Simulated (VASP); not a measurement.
Here is a VASP 6.6.1 calculation.

The input POSCAR:

```
InAs
1.0
    0.0000000000      2.8773040000      2.8773040000
    2.8773040000      0.0000000000      2.8773040000
    2.8773040000      2.8773040000      0.0000000000
In As
1 1
Direct
    0.5000000000      0.5000000000      0.5000000000
    0.0000000000      0.0000000000      0.0000000000
```

The input INCAR.step1:

```
PREC = Accurate
ENCUT = 600
EDIFF = 1E-8
ISMEAR = 0
SIGMA = 0.02
LREAL = F
LASPH = T
NELM = 80
ALGO = Fast
ISIF = 3
LWAVE = F
LCHARG = F
IBRION = 2
NSW = 40
EDIFFG = -0.002
```

The input INCAR.step2:

```
PREC = Accurate
ENCUT = 600
EDIFF = 1E-8
ISMEAR = 0
SIGMA = 0.02
LREAL = F
LASPH = T
NELM = 80
ALGO = Fast
ISIF = 2
LWAVE = F
LCHARG = F
IBRION = 8
NSW = 1
```

The input KPOINTS:

```
Automatic mesh
0
Gamma
  6 6 6
```

Potentials or basis: VASP PAW LDA potentials, release 64 (In_d, As).

The run is started by

```console
$ cat potpaw_LDA.64/In_d/POTCAR potpaw_LDA.64/As/POTCAR > POTCAR
$ cp INCAR.step1 INCAR
$ mpirun -np 1 vasp_std > vasp.out
$ cp CONTCAR POSCAR
$ cp INCAR.step2 INCAR
$ mpirun -np 1 vasp_std > vasp.out
```

Estimate the highest phonon frequency at Γ, LO-TO splitting left out.

131 cm⁻¹.

Estimate the relaxed volume.

22.06 Å³/atom.

Predict the space group after relaxing (to 0.05 Å).

Fm-3m (No. 225).

Predict the relaxed cell.

a = 3.966 Å, b = 3.966 Å, c = 3.966 Å, α = 60.00°, β = 60.00°, γ = 60.00°.

Final structure:
```
CELL_PARAMETERS angstrom
0.00000 2.80452 2.80452
2.80452 0.00000 2.80452
2.80452 2.80452 0.00000
ATOMIC_POSITIONS crystal
In 0.50000 0.50000 0.50000
As 0.00000 0.00000 0.00000
```
